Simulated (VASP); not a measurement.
Crystal: KCl (Sylvite).

```
K Cl
1.0
     0.00000    3.14647    3.14647
     3.14647    0.00000    3.14647
     3.14647    3.14647    0.00000
K Cl
1 1
Direct
  0.00000 0.00000 0.00000
  0.50000 0.50000 0.50000
```

| Property | Result |
| --- | --- |
| Program | VASP 6.6.1 |
| Task | relaxation of cell and atoms |
| Functional | RPBE |
| Potentials or basis | VASP PAW PBE potentials, release 64 (K_sv, Cl) |
| Cutoff | 600 eV |
| k mesh | 7 × 7 × 7 |
| Occupations | gaussian, width 0.1 eV |
| Spin | collinear spin, program default start |
| Starting moments | [1.0, 1.0] μB |

At the start: pressure 2.4 GPa; volume 31.15 Å³/atom.

Task: How do energy, volume and symmetry change on relaxing?

Result: Over 4 steps the energy falls by 30.6 meV/atom and the volume is 35.65 Å³/atom (+14.4 %); space group Fm-3m (No. 225, to 0.05 Å); moment 0.00 μB per cell.

The path:
| step | energy change (eV) | largest force (eV/Å) | pressure (GPa) | volume (Å³) |
| --- | --- | --- | --- | --- |
| 1 | 0.0000 | 0.0000 | 2.41 | 62.30 |
| 2 | -0.0471 | 0.0000 | 1.01 | 66.79 |
| 3 | -0.0606 | 0.0000 | 0.19 | 70.42 |
| 4 | -0.0612 | 0.0000 | 0.02 | 71.30 |

Final structure:
```cif
data_structure
_symmetry_space_group_name_H-M 'P 1'
_symmetry_Int_Tables_number 1
_cell_length_a 4.6545
_cell_length_b 4.6545
_cell_length_c 4.6545
_cell_angle_alpha 60.000
_cell_angle_beta 60.000
_cell_angle_gamma 60.000
_cell_volume 71.30
loop_
_atom_site_label
_atom_site_type_symbol
_atom_site_fract_x
_atom_site_fract_y
_atom_site_fract_z
_atom_site_occupancy
K1 K 0.00000 0.00000 0.00000 1
Cl1 Cl 0.50000 0.50000 0.50000 1
```

Caveat: the PAW data sets were made with another functional, which shifts forces and pressure a little; the volume moved by +14 % from the deposited cell, more than functionals usually miss.
